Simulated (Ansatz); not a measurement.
# PbO2 monolayer (2H): from the cell to its phonons, part 3 of 3

Task: relax PbO2 monolayer (2H), then find its harmonic phonons.

Ansatz 0.2.0; DFT PBE, scalar-relativistic, plane waves, PAW.

So far. Step 4 (Tight relaxation): The largest force component left is 0.39 meV/Å, within the tolerances set. Step 5 (Linear response at the zone centre): Before it was imposed, the acoustic sum rule was missed by 7.1e-5 eV/Å². Small misses are needed for a sound result but don't prove that mesh and cutoff are converged. The lowest optical mode is imaginary, 102.2i cm⁻¹, so the energy falls along it.

### 6. The dispersion (continued)

The phonon density of states has structure finer than the step of the table below, so its rows give means over 20 cm⁻¹, whole bins alone (the curve runs from -102 to 528 cm⁻¹). Peaks (cm⁻¹: height): 22.5: 0.0748, 97.5: 0.0318, 162.5: 0.0384, 297.5: 0.0459, 347.5: 0.0465, 372.5: 0.0533, 512.5: 0.106.

Tetrahedra on a 24×24×1 mesh, mean over bins of 5 cm-1. Interpolated from a 6×6×1 q mesh. Phonon density of states against wavenumber; means over each step:

```csv
wavenumber (cm⁻¹),phonon density of states (1/cm⁻¹/cell)
-80,0.00253
-60,0.00200
-40,0.00225
-20,0.00619
0,0.0131
20,0.0336
40,0.00523
60,0.00894
80,0.0151
100,0.0255
120,0.0229
140,0.0192
160,0.0271
180,0.0137
200,0.00575
220,0.00581
240,0.00602
260,0.00819
280,0.0313
300,0.0313
320,0.0136
340,0.0256
360,0.0307
380,0.0363
400,0.00586
420,4.5e-4
440,0
460,0
480,0
500,0.0105
```

The partial phonon density of states has structure finer than the step of the table below, so its rows give means over 20 cm⁻¹, whole bins alone (the curve runs from -112 to 554 cm⁻¹). Peaks (cm⁻¹: height): O 122.6: 0.0117, 294.5: 0.0360, 344.8: 0.0363, 374.2: 0.0434, 512.5: 0.0575; Pb -7.4: 0.0140, 22.0: 0.0406, 97.5: 0.0218, 164.5: 0.0247.

Phonopy on the run's constants, 19x19x1 mesh, Gaussian sigma 4.8 cm-1. Interpolated from a 6×6×1 q mesh. Table of partial phonon density of states by wavenumber; means over each step; values in 1/cm⁻¹/cell:

```csv
wavenumber (cm⁻¹),O,Pb
-100,0.00164,0
-80,0.00299,5.3e-6
-60,0.00142,4.8e-6
-40,0.00189,3.3e-4
-20,0.00164,0.00494
0,0.00139,0.0120
20,0.00187,0.0297
40,0.00129,0.00476
60,0.00430,0.00604
80,0.00382,0.0112
100,0.00610,0.0187
120,0.00906,0.0140
140,0.00694,0.0120
160,0.00635,0.0198
180,0.00678,0.00855
200,0.00521,8.0e-5
220,0.00541,7.7e-5
240,0.00612,1.1e-4
260,0.00880,3.8e-4
280,0.0290,0.00169
300,0.0293,0.00158
320,0.0133,6.0e-4
340,0.0249,4.4e-4
360,0.0309,7.0e-4
380,0.0341,8.5e-4
400,0.00597,5.6e-4
420,5.7e-4,8.3e-5
440,0,0
460,0,0
480,6.8e-7,0
500,0.0131,2.8e-4
520,0.0338,6.5e-4
540,0.00218,1.8e-5
```

Symmetry leaves 7 wavevectors to solve. The lowest mode among them, the acoustic zeros apart, lies at Γ and is imaginary, 102.2i cm⁻¹, so the energy falls along it.

### 7. Isotope substitution, element O, natural mass 15.999 amu

An isotope changes the mass and not the force constants, so no new electronic calculation is needed; the shifts show which modes move this element.

The same force constants with the mass of O changed from 15.999 to 17.999 u (phonopy, no LO-TO term). Both lists are sorted by frequency; levels can cross, so a row need not hold one and the same mode. Modes under 3 cm⁻¹ are left out. Isotope shifts, by row:

```csv
q,rank,natural mass (cm⁻¹),changed mass (cm⁻¹)
0 0 0,1,-102.2,-96.32
0 0 0,2,-102.2,-96.32
0 0 0,6,268.3,255.1
0 0 0,7,268.3,255.1
0 0 0,8,411.7,391.4
0 0 0,9,528.6,498.3
0 0.1667 0,1,-60.02,-56.58
0 0.1667 0,2,-9.41,-9.35
0 0.1667 0,3,52.93,52.58
0 0.1667 0,4,89.37,88.95
0 0.1667 0,5,157.5,148.6
0 0.1667 0,6,277.8,263.7
0 0.1667 0,7,317.2,300.2
0 0.1667 0,8,391.9,371.6
0 0.1667 0,9,525.5,495.8
0 0.3333 0,1,14.52,14.46
0 0.3333 0,2,86.31,85.92
0 0.3333 0,3,94.75,89.33
0 0.3333 0,4,152.1,151.7
0 0.3333 0,5,267.4,252.5
0 0.3333 0,6,292.2,276.7
0 0.3333 0,7,364.1,344
0 0.3333 0,8,372.5,351.6
0 0.3333 0,9,514.6,485.9
0 -0.5 0,1,24.25,24.21
0 -0.5 0,2,97.36,97.01
0 -0.5 0,3,121.7,114.7
0 -0.5 0,4,177.8,177.6
0 -0.5 0,5,297.9,281.9
0 -0.5 0,6,301.5,284.6
0 -0.5 0,7,346.5,326.9
0 -0.5 0,8,386.8,364.6
0 -0.5 0,9,511.5,482.9
```

A mode of this element alone would shift by -5.72 %. The highest zone-centre frequency without the field goes from 528.6 to 498.3 cm⁻¹ (-5.7 %).

### 8. Another isotope, element Pb, natural mass 207.2 amu

The same for Pb, from 207.20 to 203.97 u.

The same force constants with the mass of Pb changed from 207.200 to 203.973 u (phonopy, no LO-TO term). Both lists are sorted by frequency; levels can cross, so a row need not hold one and the same mode. Modes under 3 cm⁻¹ are left out. Isotope shifts, by row:

```csv
q,rank,natural mass (cm⁻¹),changed mass (cm⁻¹)
0 0 0,1,-102.2,-102.2
0 0 0,2,-102.2,-102.2
0 0 0,6,268.3,268.6
0 0 0,7,268.3,268.6
0 0 0,8,411.7,412.2
0 0 0,9,528.6,528.6
0 0.1667 0,1,-60.02,-60.02
0 0.1667 0,2,-9.41,-9.48
0 0.1667 0,3,52.93,53.31
0 0.1667 0,4,89.37,90.02
0 0.1667 0,5,157.5,157.5
0 0.1667 0,6,277.8,278
0 0.1667 0,7,317.2,317.3
0 0.1667 0,8,391.9,392.1
0 0.1667 0,9,525.5,525.5
0 0.3333 0,1,14.52,14.63
0 0.3333 0,2,86.31,86.94
0 0.3333 0,3,94.75,94.75
0 0.3333 0,4,152.1,153.2
0 0.3333 0,5,267.4,267.4
0 0.3333 0,6,292.2,292.4
0 0.3333 0,7,364.1,364.2
0 0.3333 0,8,372.5,372.6
0 0.3333 0,9,514.6,514.7
0 -0.5 0,1,24.25,24.44
0 -0.5 0,2,97.36,98.08
0 -0.5 0,3,121.7,121.7
0 -0.5 0,4,177.8,179.2
0 -0.5 0,5,297.9,298.1
0 -0.5 0,6,301.5,301.6
0 -0.5 0,7,346.5,346.5
0 -0.5 0,8,386.8,386.8
0 -0.5 0,9,511.5,511.6
```

A mode of this element alone would shift by +0.79 %. The highest zone-centre frequency without the field goes from 528.6 to 528.6 cm⁻¹ (+0.0 %).

### 9. Results

| Item | Value |
| --- | --- |
| space group after relaxation (within 0.01 Å) | P-6m2 |
| area per atom | 3.09 Å² |
| electronic character | no gap on this mesh |
| highest optical mode at the zone centre (no LO-TO term) | 529 cm⁻¹ |
| lowest optical zone-centre mode | -102 cm⁻¹ |
| lowest mode on the q mesh (acoustic modes at Γ apart) | -102 cm⁻¹ |
| highest frequency on the path or at a solved wavevector | 529 cm⁻¹ |
| imaginary modes on the 6×6×1 q mesh | yes |

In words: Modes are clearly imaginary (beyond 10i cm⁻¹) at 2 of the 7 irreducible wavevectors, most at Γ (102.2i cm⁻¹), so this structure is not a minimum of the energy. The optical modes at Γ span -102 to 529 cm⁻¹ (negative means imaginary). The highest mode in this list at Γ, 528.6 cm⁻¹, is mostly motion of O (100 % of the kinetic energy). With no gap, or one that is small against the smearing, the frequencies hang on the k mesh and the smearing, most of all near Kohn anomalies. In a sheet or slab the interpolated bending branch near Γ is rough, since the rotational sum rule isn't imposed. A semilocal functional can close a gap that the real compound would have, so the metallic treatment may be an artefact of the level. Spin-orbit coupling is left out, which can matter for the heavy elements here. A phonon run warned that its eigensolver left some bands unconverged in a pass. The starting cell was built on a prototype and not taken from a measurement. These are harmonic frequencies at zero temperature: anharmonic shifts, linewidths and thermal expansion are left out.

[Logs are printed without paths, hosts, clocks, repeated set-up lines and the standing remarks that a program may print on its own settings, such as how far it seeks lower states.]

[Hosts, paths, dates, database ids (printed as entryN), source tags and the programs' standing remarks are cut or masked in the printed files.]
